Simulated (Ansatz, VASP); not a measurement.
## Ba in VASP and in Ansatz

```xyz
1
Lattice="-0.2617 3.1723 3.1723 2.9106 0.0000 2.9106 3.1723 3.1723 -0.2617" Properties=species:S:1:pos:R:3 pbc="T T T"
Ba    0.0000    0.0000    0.0000
```

Change from the starting cell: engineering shear strain xz -0.1650, engineering shear strain yz +0.0000.

Alike in both runs: task single point; functional PBE; k mesh 12 × 12 × 12; occupations gaussian, width 0.15 eV; no spin polarisation.

|  | VASP | Ansatz |
| --- | --- | --- |
| version | VASP 6.6.1 | Ansatz 0.2.0 |
| potentials or method | VASP PAW PBE potentials, release 64 (Ba_sv) | scalar-relativistic, plane waves, PAW |
| plane-wave cutoff (eV) | 520 | 420 |
| valence electrons in the cell | 10 | 10 |

```tsv
	VASP	Ansatz	Ansatz less VASP
gap on the k mesh at the Fermi level (eV)	none	none	-
pressure (GPa)	0.2	0.2	-0.05
largest component of the traceless stress (GPa)	1.61	1.61	-0.006
```

A gap of «none» marks a metal or a gap that the smearing closes. With one functional, cell and mesh, what is left measures potentials, basis and numerics.

Spin-orbit coupling is left out, which matters for the levels of Ba.
